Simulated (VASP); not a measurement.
Au, 1 atom in the cell. Symmetry: Fm-3m, No. 225, cubic system. The conventional cell has a = 4.156 Å, b = 4.156 Å, c = 4.156 Å, α = 90.00°, β = 90.00°, γ = 90.00°. Au (site symmetry m-3m) is surrounded by 12 Au at 2.94 Å. 

| Quantity | Value |
| --- | --- |
| Program | VASP 6.6.1 |
| Task | relaxation of cell and atoms |
| Functional | PBE |
| Potentials or basis | VASP PAW PBE potentials, release 64 (Au) |
| Cutoff | 600 eV |
| k mesh | 16 × 16 × 16 |
| Occupations | methfessel-paxton, width 0.1 eV |
| Spin | no spin polarisation |
| Further INCAR settings | ALGO = Normal; EDIFF = 1e-07; IBRION = 2; EDIFFG = -0.005; NSW = 90; ISIF = 3 |

Potentials or basis: VASP PAW PBE potentials, release 64 (Au).

Command:

```console
$ cat potpaw_PBE.64/Au/POTCAR > POTCAR
$ mpirun -np 2 vasp_std > vasp.out
```

Hardware: 2 MPI ranks on Intel(R) Xeon(R) Platinum 8559C (Emerald Rapids), with other jobs on the host.

Estimate the wall time of this run.

Wall time 5.1 s on 2 MPI ranks on Intel(R) Xeon(R) Platinum 8559C (Emerald Rapids), with other jobs on the host, peak memory 0.15 GiB a rank. Counts: scf iterations 12, k points 145, ion steps 1.
